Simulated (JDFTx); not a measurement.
Runs of JDFTx 1.7.0 (patched build) on KBr. Symmetry: Fm-3m, No. 225, cubic system. Conventional cell: a = 6.600 Å, b = 6.600 Å, c = 6.600 Å, α = 90.00°, β = 90.00°, γ = 90.00°. Br (site symmetry m-3m) has 6 K at 3.30 Å as nearest neighbours. K (site symmetry m-3m) is surrounded by 6 Br at 3.30 Å. 

```csv
task,level,potentials or basis,cell,k mesh,cutoff (eV),local potential set to -Z/r beyond,max SCF steps,SCF threshold on the energy,solver of the electrons,further solve for the empty bands,gap on the mesh (eV),pressure (GPa)
single point,PBEsol,PseudoDojo-SR-PBEsol-0.4.1-standard with smoothed tails,as given,7 × 7 × 7,1007,6 bohr,100,1e-09 Ha,scf,yes,(b),-0.3
relaxation of the atoms,LDA,PseudoDojo-SR-LDA-0.4.1-standard,atoms relaxed from: relaxed cell strained by 0.01 in Voigt component 1,6 × 6 × 6,980,-,100,1e-10 Ha,scf,no,4.29,-0.2
relaxation of the atoms,LDA,PseudoDojo-SR-LDA-0.4.1-standard,atoms relaxed from: relaxed cell strained by 0.01 in Voigt component 4,6 × 6 × 6,980,-,100,1e-10 Ha,scf,no,4.31,0.0
relaxation of the atoms,LDA,PseudoDojo-SR-LDA-0.4.1-standard,atoms relaxed from: relaxed cell strained by -0.01 in Voigt component 1,6 × 6 × 6,980,-,100,1e-10 Ha,scf,no,4.35,0.2
relaxation of the atoms,LDA,PseudoDojo-SR-LDA-0.4.1-standard,atoms relaxed from: relaxed cell strained by -0.01 in Voigt component 4,6 × 6 × 6,980,-,100,1e-10 Ha,scf,no,4.31,0.0
relaxation of cell and atoms,LDA,PseudoDojo-SR-LDA-0.4.1-standard,relaxed,6 × 6 × 6,980,-,100,1e-10 Ha,scf,no,4.32,0.0
single point,r2SCAN,SG15-PBE-1.2 with smoothed tails,as given,4 × 4 × 4,1088,6 bohr,100,1e-09 Ha,scf,yes,(a),0.1
```

Alike in all rows: no spin polarisation; smearing fermi-dirac 0.05 eV.

Q: Fill in the values left out.

A: (a) 4.96; (b) 4.28.

Caveats: the relaxation stopped at its first step, so nothing moved (some runs); the empty levels aren't tightly converged (some runs); the potentials were made for another functional, which shifts forces and pressure (some runs).

A k mesh can miss the band edges, and the runs leave out spin-orbit coupling on Br.
